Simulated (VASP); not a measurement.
# AlN in VASP: one cell, several levels of theory, part 2 of 2

The system is AlN in the rocksalt structure, a generated structure that needn't be the ground state.

VASP 6.6.1, plane waves, PAW. Earlier steps stand in the parts before.

**3. Single point with r2SCAN**

Contents of INCAR:

```
ENCUT = 520.000000
SIGMA = 0.010000
EDIFF = 1.00e-07
ALGO = Normal
METAGGA = R2SCAN
PREC = Accurate
IBRION = -1
ISIF = 2
ISMEAR = 0
NBANDS = 11
NELM = 120
NSW = 0
LASPH = .TRUE.
LCHARG = .FALSE.
LWAVE = .FALSE.
LREAL = .FALSE.
```

Contents of KPOINTS:

```
KPOINTS created by Atomic Simulation Environment
0
Gamma
10 10 10
0 0 0
```

Contents of KPOINTS_OPT:

```
special points
7
Reciprocal
0.0000000000 0.0000000000 0.0000000000 1
0.5000000000 0.0000000000 0.5000000000 1
0.6250000000 0.2500000000 0.6250000000 1
0.3750000000 0.3750000000 0.7500000000 1
0.5000000000 0.5000000000 0.5000000000 1
0.5000000000 0.2500000000 0.7500000000 1
0.0000000000 0.5000000000 0.5000000000 1
```

Contents of POSCAR:

```
Al N
 1.0000000000000000
     0.0000000000000000    2.0996231902000000    2.0996231902000000
     2.0996231902000000    0.0000000000000000    2.0996231902000000
     2.0996231902000000    2.0996231902000000    0.0000000000000000
 Al  N
   1   1
Cartesian
  0.0000000000000000  0.0000000000000000  0.0000000000000000
  2.0996231902000000  2.0996231902000000  2.0996231902000000
```

Run with:

```
> mpirun -np 1 vasp_std
```

Standard output, without the iteration lines:

```text
POSCAR found type information on POSCAR AlN
 POSCAR found :  2 types and       2 ions
 -----------------------------------------------------------------------------
|                                                                             |
|                                                                             |
|     You enforced a specific xc type in the INCAR file but a different       |
|     I HOPE YOU KNOW WHAT YOU ARE DOING!                                     |
|                                                                             |
 -----------------------------------------------------------------------------

 LDA part: xc-table for (None), standard interpolation
 POSCAR, INCAR and KPOINTS ok, starting setup
 FFT: planning ... GRIDC
 FFT: planning ... GRID_SOFT
 FFT: planning ... GRID
 WAVECAR not read
 entering main loop
 Start KPOINTS_OPT (optional k-point list driver)
k-point batch [1-7\7]
```

OSZICAR:

```text
N       E                     dE             d eps       ncg     rms          rms(c)
DAV:   1     0.543200868426E+01    0.54320E+01   -0.39416E+03  1050   0.627E+02
DAV:   2    -0.215339697460E+02   -0.26966E+02   -0.26048E+02  1211   0.140E+02
DAV:   3    -0.223755918342E+02   -0.84162E+00   -0.84045E+00  1268   0.235E+01
DAV:   4    -0.223793285499E+02   -0.37367E-02   -0.37365E-02  1154   0.169E+00
DAV:   5    -0.223793684557E+02   -0.39906E-04   -0.39905E-04  1237   0.169E-01    0.740E+00
DAV:   6    -0.186116196898E+02    0.37677E+01   -0.59996E+00  1115   0.123E+01    0.311E+00
DAV:   7    -0.186891938311E+02   -0.77574E-01   -0.29817E-01  1163   0.394E+00    0.191E+00
DAV:   8    -0.187073968064E+02   -0.18203E-01   -0.41252E-02  1079   0.156E+00    0.319E-01
DAV:   9    -0.187070535163E+02    0.34329E-03   -0.18996E-03  1178   0.278E-01    0.889E-02
DAV:  10    -0.187072676390E+02   -0.21412E-03   -0.22672E-04  1136   0.119E-01    0.136E-02
DAV:  11    -0.187072683372E+02   -0.69827E-06   -0.33750E-05  1241   0.315E-02    0.704E-03
DAV:  12    -0.187072680115E+02    0.32578E-06   -0.13048E-06  1136   0.108E-02    0.425E-03
DAV:  13    -0.187072682991E+02   -0.28760E-06   -0.13291E-07   674   0.247E-03    0.794E-04
DAV:  14    -0.187072683824E+02   -0.83373E-07   -0.67546E-09   583   0.985E-04
   1 F= -.18707268E+02 E0= -.18707268E+02  d E =-.142372-126
       N       E                     dE             ncg
DAV:   1     0.667134869283E+03   -0.18881E+04      154
DAV:   2     0.474649683374E+03   -0.19249E+03      186
DAV:   3     0.468128225578E+03   -0.65215E+01      189
DAV:   4     0.468099998316E+03   -0.28227E-01      187
DAV:   5     0.468099640973E+03   -0.35734E-03      183
DAV:   6     0.468099634721E+03   -0.62518E-05      187
DAV:   7     0.468099634601E+03   -0.11992E-06      164
DAV:   8     0.468099634598E+03   -0.28249E-08      171
```

From OUTCAR:

```text
k-points           NKPTS =     47   k-points in BZ     NKDIM =     47   number of bands    NBANDS=     11

   NELECT =       8.0000    total number of electrons

   dimension x,y,z NGX =    24 NGY =   24 NGZ =   24
   dimension x,y,z NGXF=    48 NGYF=   48 NGZF=   48

  energy-cutoff  :      520.00
  volume of cell :       18.51
      direct lattice vectors                 reciprocal lattice vectors
     0.000000000  2.099623190  2.099623190    -0.238137968  0.238137968  0.238137968
     2.099623190  0.000000000  2.099623190     0.238137968 -0.238137968  0.238137968
     2.099623190  2.099623190  0.000000000     0.238137968  0.238137968 -0.238137968

 k-points in reciprocal lattice and weights: KPOINTS created by Atomic Simulation Env
   0.00000000  0.00000000  0.00000000       0.001
   0.10000000  0.00000000  0.00000000       0.008
   0.20000000  0.00000000  0.00000000       0.008
   0.30000000  0.00000000  0.00000000       0.008
   0.40000000  0.00000000  0.00000000       0.008
   0.50000000  0.00000000  0.00000000       0.004
   0.10000000  0.10000000  0.00000000       0.006
   0.20000000  0.10000000  0.00000000       0.024
[... 39 more k-points ...]

 E-fermi :   8.5487

 k-point     1 :       0.0000    0.0000    0.0000
  band No.  band energies     occupation
      1      -9.0235      2.00000
      2       8.3810      2.00000
      3       8.3810      2.00000
      4       8.3810      2.00000
      5      13.2841      0.00000
      6      20.9021      0.00000
      7      20.9021      0.00000
      8      20.9021      0.00000
      9      26.0883      0.00000
     10      26.0883      0.00000
     11      26.3859      0.00000

 k-point     2 :       0.1000    0.0000    0.0000
  band No.  band energies     occupation
      1      -8.8374      2.00000
      2       7.3565      2.00000
      3       8.2742      2.00000
      4       8.2742      2.00000
      5      13.9919      0.00000
      6      20.0653      0.00000
      7      21.1633      0.00000
      8      21.1633      0.00000
      9      24.4282      0.00000
     10      24.4282      0.00000
     11      26.4527      0.00000

 k-point     3 :       0.2000    0.0000    0.0000
  band No.  band energies     occupation
      1      -8.3007      2.00000
      2       5.2965      2.00000
      3       8.0132      2.00000
      4       8.0132      2.00000
      5      14.8928      0.00000
      6      19.3988      0.00000
      7      21.1455      0.00000
      8      21.1455      0.00000
      9      23.9991      0.00000
     10      23.9991      0.00000
     11      25.7318      0.00000

 k-point     4 :       0.3000    0.0000    0.0000
  band No.  band energies     occupation
      1      -7.4950      2.00000
      2       3.1297      2.00000
      3       7.7216      2.00000
      4       7.7216      2.00000
      5      14.9531      0.00000
      6      19.9957      0.00000
      7      20.2840      0.00000
      8      20.2840      0.00000
      9      25.0149      0.00000
     10      25.5565      0.00000
     11      25.5565      0.00000

 k-point     5 :       0.4000    0.0000    0.0000
  band No.  band energies     occupation
      1      -6.6395      2.00000
      2       1.3751      2.00000
      3       7.5056      2.00000
      4       7.5056      2.00000
      5      14.6859      0.00000
      6      19.5915      0.00000
      7      19.5915      0.00000
      8      20.9046      0.00000
      9      24.6625      0.00000
     10      27.7487      0.00000
     11      27.7487      0.00000

 k-point     6 :       0.5000    0.0000    0.0000
  band No.  band energies     occupation
      1      -6.2231      2.00000
      2       0.6470      2.00000
      3       7.4271      2.00000
      4       7.4271      2.00000
      5      14.5662      0.00000
      6      19.3474      0.00000
      7      19.3474      0.00000
      8      21.2526      0.00000
      9      24.6373      0.00000
     10      29.0635      0.00000
     11      29.0635      0.00000

 k-point     7 :       0.1000    0.1000    0.0000
  band No.  band energies     occupation
      1      -8.7759      2.00000
      2       7.4053      2.00000
      3       8.0480      2.00000
      4       8.0480      2.00000
      5      14.2626      0.00000
      6      19.5242      0.00000
      7      21.4213      0.00000
      8      21.4213      0.00000
      9      22.6923      0.00000
     10      26.3968      0.00000
     11      27.4145      0.00000

 k-point     8 :       0.2000    0.1000    0.0000
  band No.  band energies     occupation
      1      -8.3571      2.00000
      2       5.8754      2.00000
      3       7.7082      2.00000
      4       7.8300      2.00000
      5      15.1956      0.00000
      6      18.6813      0.00000
      7      20.7425      0.00000
      8      21.7666      0.00000
      9      22.5042      0.00000
     10      25.7483      0.00000
     11      27.2434      0.00000

 k-point     9 :       0.3000    0.1000    0.0000
  band No.  band energies     occupation
      1      -7.6393      2.00000
      2       3.8532      2.00000
      3       7.4001      2.00000
      4       7.4700      2.00000
      5      15.5831      0.00000
      6      19.0166      0.00000
      7      19.4632      0.00000
      8      21.2536      0.00000
      9      23.8737      0.00000
     10      26.5959      0.00000
     11      26.7238      0.00000

 k-point    10 :       0.4000    0.1000    0.0000
  band No.  band energies     occupation
      1      -6.7826      2.00000
      2       2.0053      2.00000
      3       7.0585      2.00000
      4       7.2255      2.00000
      5      15.3927      0.00000
      6      18.6028      0.00000
      7      20.3488      0.00000
      8      20.4212      0.00000
      9      25.1488      0.00000
     10      26.8147      0.00000
     11      28.4109      0.00000

 k-point    11 :       0.5000    0.1000    0.0000
  band No.  band energies     occupation
      1      -6.1724      2.00000
      2       0.9131      2.00000
      3       6.7450      2.00000
      4       7.2298      2.00000
      5      15.2607      0.00000
      6      18.3091      0.00000
      7      19.8571      0.00000
      8      21.2639      0.00000
      9      25.6438      0.00000
     10      27.8839      0.00000
     11      29.3117      0.00000

[... the tables of k-points 12 to 47 left out ...]

  Total       -3.0558267     -3.0558267     -3.0558267     -0.0000000     -0.0000000     -0.0000000
  in kB     -264.4753677   -264.4753677   -264.4753677     -0.0000000     -0.0000000     -0.0000000
  external PRESSURE =    -264.4753677 kB  Pullay stress =       0.0000000 kB

 POSITION                                       TOTAL-FORCE (eV/Angst)
 -----------------------------------------------------------------------------------
      0.00000      0.00000      0.00000        -0.000000     -0.000000     -0.000000
      2.09962      2.09962      2.09962         0.000000      0.000000      0.000000
 -----------------------------------------------------------------------------------
    total drift:                               -0.000000     -0.000000      0.000000

  FREE ENERGIE OF THE ION-ELECTRON SYSTEM (eV)
  ---------------------------------------------------
  free  energy   TOTEN  =       -18.7072683824 eV

  energy  without entropy=      -18.7072683824  energy(sigma->0) =      -18.70726838
```

It took 21 s on 1 MPI rank of Intel Xeon Platinum 8488C, shared host; peak memory 0.14 GiB.

The levels at the points of KPOINTS_OPT are read from vasprun.xml.

Near the gap, in eV above the top of the last filled band v; c is the band after it:

| point | v−1 | v | c | c+1 |
| --- | --- | --- | --- | --- |
| Γ | 0.00 | 0.00 | 4.90 | 12.52 |
| X | -2.61 | -2.61 | 4.38 | 6.14 |
| U | -5.05 | -2.12 | 5.91 | 9.46 |
| K | -5.05 | -2.12 | 5.91 | 9.46 |
| L | -0.95 | -0.95 | 6.19 | 10.97 |
| W | -5.22 | -3.66 | 7.83 | 11.02 |

Gap with r2SCAN: 4.38 eV, valence top at Γ, conduction bottom at X. Least direct gap: 4.90 eV. The pressure is -26.45 GPa; the forces vanish within 0.01 eV/Å.

**4. Results**

What follows sums up all 2 parts.

| level | gap (eV) | pressure (GPa) |
| --- | --- | --- |
| PBE | 3.56 | -19.66 |
| r2SCAN | 4.38 | -26.45 |

What this shows: The gap spans 3.56 eV (PBE) to 4.38 eV (r2SCAN). At this one volume the pressure spans -26.4 GPa (r2SCAN) to -19.7 GPa (PBE): PBE wants the largest cell and r2SCAN the smallest.
